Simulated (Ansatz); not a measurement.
CoO:

```xyz
2
Lattice="0.0000 2.1315 2.1315 2.1315 0.0000 2.1315 2.1315 2.1315 0.0000" Properties=species:S:1:pos:R:3 pbc="T T T"
Co    0.0000    0.0000    0.0000
O     2.1315    2.1315    2.1315
```

Base run:

```yaml
Program: Ansatz 0.2.0
Functional: BLYP
Potentials_or_basis: Ansatz PAW
Cutoff: 420 eV
Density_cutoff: 1680 eV
k_mesh: 11 × 11 × 11
Occupations: fermi-dirac, width 0.05 eV
Spin: collinear spin, ferromagnetic start
Starting_moments: "[2.0, 0.0] μB"
```

Its results: band gap on the k mesh none (metal or under the smearing width); pressure 4.9 GPa; net moment 2.82 μB per cell; site moments Co +2.41; O +0.30 μB.

Task: The run is repeated on the same cell with these changes: functional from BLYP to LDA. What comes out?

Result: Band gap on the k mesh none (metal or under the smearing width); pressure -19.2 GPa; net moment 2.88 μB per cell; site moments Co +2.43; O +0.34 μB.

LDA binds more tightly than BLYP, so the same cell stands under less pressure.

Caveats: a cell with one magnetic atom can't hold antiferromagnetic order, which such compounds often take; semilocal functionals often make such compounds metallic where correlation or magnetic order opens a gap, which also shifts bond lengths; the PAW data sets come from PBE, with cores solved anew for the run's functional, which leaves a small shift of forces and pressure; the potentials were made for another functional, which shifts forces and pressure (some runs); so large a pressure means that the cell lies far from this level's equilibrium, or that cutoff or potentials fall short (some runs).

Not every run made on this cell is shown here.
